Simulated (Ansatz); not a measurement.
Density of states of GaN (P6_3mc, a = 3.218 Å, b = 3.218 Å, c = 5.243 Å, α = 90.00°, β = 90.00°, γ = 120.00°), in states per eV and primitive cell, averaged over bins of 0.5 eV. Method: DFT PBE, scalar-relativistic, plane waves, PAW in Ansatz 0.2.0.

Plane waves to 420 eV, a k mesh through Γ of 12×12×6 on the computed 4-atom cell and Gaussian smearing (0.02 eV); no spin polarisation.

The cell is relaxed at this level. The states (both spins) are summed by tetrahedra on a 18×18×9 mesh at the self-consistent density. Energies are bin centres; the table starts no lower than −8 eV and ends at 6 eV, or lower where the solved bands end.

The gap is 1.71 eV at this level, with the zero inside it.

```
E − E_F (eV) total N 2p Ga 4p Ga 4s N 2s
       -7.50   0.27  0.14   0.04   0.08  0.00
       -7.00   2.00  1.07   0.23   0.63  0.04
       -6.50   2.15  1.15   0.20   0.66  0.09
       -6.00   1.36  0.73   0.14   0.33  0.12
       -5.50   0.93  0.51   0.15   0.14  0.09
       -5.00   1.23  0.74   0.26   0.13  0.07
       -4.50   1.38  0.87   0.29   0.12  0.07
       -4.00   1.74  1.16   0.37   0.11  0.06
       -3.50   2.07  1.48   0.42   0.09  0.05
       -3.00   2.55  1.92   0.46   0.07  0.04
       -2.50   3.43  2.73   0.52   0.06  0.03
       -2.00   2.92  2.44   0.35   0.03  0.02
       -1.50   1.48  1.30   0.12   0.01  0.01
       -1.00   0.49  0.45   0.02   0.00  0.00
       -0.50   0.00  0.00   0.00   0.00  0.00
        0.00   0.00  0.00   0.00   0.00  0.00
        0.50   0.00  0.00   0.00   0.00  0.00
        1.00   0.00  0.00   0.00   0.00  0.00
        1.50   0.03  0.01   0.00   0.01  0.01
        2.00   0.07  0.02   0.01   0.02  0.03
        2.50   0.14  0.03   0.02   0.03  0.04
        3.00   0.26  0.06   0.06   0.05  0.08
        3.50   1.14  0.16   0.41   0.22  0.30
        4.00   1.55  0.23   0.59   0.29  0.37
        4.50   1.92  0.30   0.77   0.34  0.33
        5.00   1.71  0.30   0.64   0.36  0.24
        5.50   1.22  0.28   0.43   0.26  0.12
```

The columns after the total are the main Löwdin projections on the occupied valence shells of the potentials; 1 other is left out. The rest of the total lies in those, in shells that are empty in the free atom, which aren't projected, and between the atoms.